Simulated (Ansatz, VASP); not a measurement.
## Hf in VASP and in Ansatz

INCAR

```
  PREC = Accurate
  ENCUT = 520
  EDIFF = 1E-7
  ISMEAR = -1
  SIGMA = 0.1
  LREAL = False
  LASPH = True
  NELM = 60
  ALGO = Normal
  ISIF = 2
  LWAVE = False
  LCHARG = True
  GGA = PE
  LELF = True
  LVHAR = True
  NBANDS = 11
```

Contents of KPOINTS:

```
regular mesh
0
Gamma
  9 9 9
```

File POSCAR:

```
Hf
1.0
   -1.8050000000      1.8050000000      1.8050000000
    1.8050000000     -1.8050000000      1.8050000000
    1.8050000000      1.8050000000     -1.8050000000
Hf
1
Direct
    0.0000000000      0.0000000000      0.0000000000
```

Input for Ansatz:

```yaml
crystal:
  lattice:
    - [-1.805, 1.805, 1.805]
    - [1.805, -1.805, 1.805]
    - [1.805, 1.805, -1.805]
  atoms:
    - { symbol: Hf, position: [0.0, 0.0, 0.0] }
basis:
  ecutwfc: 420.0
kpoints:
  mp_grid:
    grid: [9, 9, 9]
hamiltonian:
  xc: pbe
scf:
  occupations:
    method: fermi_dirac
    width: 0.1
output:
  dos:
    de: 0.1
    method:
      smearing:
        sigma: 0.15
    projected: true
  xc_energy_on_converged_density: [pbe, pbesol, revpbe]
  stress: true
```

This isn't the form of Hf at room conditions, which is hcp.

Alike in both runs: task single point; functional PBE; k mesh 9 × 9 × 9; occupations fermi-dirac, width 0.1 eV; no spin polarisation.

|  | VASP | Ansatz |
| --- | --- | --- |
| version | VASP 6.6.1 | Ansatz 0.2.0 |
| potentials or method | VASP PAW PBE potentials, release 64 (Hf_pv) | plane waves, PAW |
| plane-wave cutoff (eV) | 520 | 420 |
| valence electrons in the cell | 10 | 26 |

```tsv
	VASP	Ansatz	Ansatz less VASP
gap on the k mesh at the Fermi level (eV)	none	none	-
pressure (GPa)	-4.9	-4.5	+0.36
```

A gap of «none» marks a metal or a gap that the smearing closes. The two sets of potentials don't hold the same shells in valence.

The runs have no spin-orbit coupling, so splittings on Hf are missing.
